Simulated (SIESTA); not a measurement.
NaF (Villiaumite):

```
CELL_PARAMETERS angstrom
0.00000 2.32000 2.32000
2.32000 0.00000 2.32000
2.32000 2.32000 0.00000
ATOMIC_POSITIONS crystal
Na 0.00000 0.00000 0.00000
F 0.50000 0.50000 0.50000
```

Base run:

```yaml
Program: SIESTA 5.4.2
Functional: vdW-DF-cx
Potentials_or_basis: PseudoDojo 0.4 standard (PBE files)
Basis: DZP (energy shift 0.003 Ry; two zetas on semicore shells)
Grid_cutoff: 800 Ry
Energy_shift: 0.003 Ry
k_mesh: 10 × 10 × 10
Occupations: fermi-dirac, width 0.05 eV
Spin: no spin polarisation
```

Its results: band gap on the k mesh 6.46 eV, direct; pressure 1.2 GPa.

Problem. The run is repeated on the same cell with these changes: functional from vdW-DF-cx to BLYP. What comes out?

Solution. Band gap on the k mesh 6.27 eV, direct; pressure 2.2 GPa.

Caveats: the potentials were made for another functional, which shifts forces and pressure; the basis of atomic orbitals isn't converged, which shifts pressures, moduli and gaps.
